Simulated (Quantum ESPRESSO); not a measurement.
**HfN in Quantum ESPRESSO: the effect of pseudo set**

The system is HfN.

```
CELL_PARAMETERS angstrom
2.82503 0.00000 0.00000
0.00000 2.82503 0.00000
0.00000 0.00000 2.82503
ATOMIC_POSITIONS crystal
Hf 0.50000 0.50000 0.50000
N 0.00000 0.00000 0.00000
```

The cell was built by a generator and needn't be a form met in nature.

Alike in all runs:

| Quantity | Value |
| --- | --- |
| Program | Quantum ESPRESSO 7.5 |
| Task | band structure |
| Functional | PBE |
| k mesh | 9 × 9 × 9 |
| Occupations | fermi-dirac, width 0.05 eV |
| Spin | no spin polarisation |

**Question.** One run gave: pressure -1.2 GPa. Which pseudo set did it use?
A. PseudoDojo 0.4 SR PBE stringent
B. PseudoDojo 0.5 SR PBE standard
C. GBRV 1.5 PBE
D. SG15 PBE 1.2
E. SPMS 1.0 PBE

**Answer.** C.

```tsv
pseudo set	cutoff	pressure (GPa)
Ansatz NC SR PBE	1238 eV	0.3
GBRV 1.5 PBE	612 eV	-1.2
JTH 2.0 PBE	680 eV	-2.3
PseudoDojo 0.4 SR PBE stringent	1796 eV	-0.1
PseudoDojo 0.4.1 SR PBE standard	1143 eV	-0.4
PseudoDojo 0.5 SR PBE standard	1143 eV	-0.4
PseudoDojo 0.5 SR PBE stringent	1796 eV	-0.1
SG15 PBE 1.2	1197 eV	0.5
SPMS 1.0 PBE	1197 eV	-0.4
SSSP 1.3 efficiency PBE	816 eV	-0.5
```

The runs don't all hold the same shells in valence.
